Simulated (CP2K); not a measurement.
MnO:

```
Mn O
1.0
     3.14508    0.00000    0.00000
     1.57254    2.72372    0.00000
     1.57254    0.90791    2.56795
Mn O
1 1
Direct
  0.00000 0.00000 0.00000
  0.50000 0.50000 0.50000
```

The cell is a database's computed one.

Base run:

```yaml
Program: CP2K 2026.2
Functional: PBEsol
Potentials_or_basis: POTENTIAL_UZH Mn GTH-PBE-q15, O GTH-PBE-q6; TZVP-MOLOPT-PBE-GTH basis
Density_cutoff: 8163 eV
k_mesh: 10 × 10 × 10
Occupations: fermi-dirac, width 0.1 eV
Spin: collinear spin, ferromagnetic start
Starting_moments: "[4.0, 0.0] μB"
```

Its results: band gap on the k mesh none (metal or under the smearing width); pressure -4.2 GPa; net moment 4.81 μB per cell; site moments Mn +4.76; O +0.04 μB.

Q: The run is repeated on the same cell with these changes: functional from PBEsol to PBE; occupations from fermi-dirac, width 0.1 eV to fermi-dirac, width 0.0259 eV. What comes out?

A: Band gap on the k mesh none (metal or under the smearing width); pressure 3.1 GPa; net moment 4.86 μB per cell; site moments Mn +4.83; O +0.03 μB.

Caveats: the basis of atomic orbitals isn't converged, which shifts pressures, moduli and gaps; a cell with one magnetic atom can't hold antiferromagnetic order, which such compounds often take; semilocal functionals often make such compounds metallic where correlation or magnetic order opens a gap, which also shifts bond lengths; the potentials were made for another functional, which shifts forces and pressure (some runs).

Not every run made on this cell is shown here.
